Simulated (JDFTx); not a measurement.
# NaH: equation of state with LDA

NaH:

```
Na H
1.0
     0.00000    2.44000    2.44000
     2.44000    0.00000    2.44000
     2.44000    2.44000    0.00000
Na H
1 1
Direct
  0.00000 0.00000 0.00000
  0.50000 0.50000 0.50000
```

```
Program                                 : JDFTx 1.7.0 (patched build)
Task                                    : equation of state
Functional                              : LDA
Potentials or basis                     : PseudoDojo-SR-LDA-0.4.1-standard with smoothed tails
Cutoff                                  : 1197 eV
Density cutoff                          : 9578 eV
k mesh                                  : 9 × 9 × 9
Occupations                             : fermi-dirac, width 0.05 eV
Spin                                    : no spin polarisation
Local potential set to -Z/r beyond      : 6 bohr
Bands                                   : 10
Density cutoff over wavefunction cutoff : 8
Max SCF steps                           : 100
SCF threshold on the energy             : 1e-09 Ha
Solver of the electrons                 : scf
```

* Equilibrium volume: 12.91 Å³/atom (rough: see the caveat)
* Bulk modulus: 27 GPa (rough)

Energy against volume, from the lowest point:
```
volume (Å³/atom)  energy (meV/atom)
          13.655               0.00
          13.946               2.92
          14.236               6.60
          14.527              10.97
          14.817              15.96
          15.108              21.51
          15.398              27.56
```

Caveat: the minimum lies outside the volumes run.
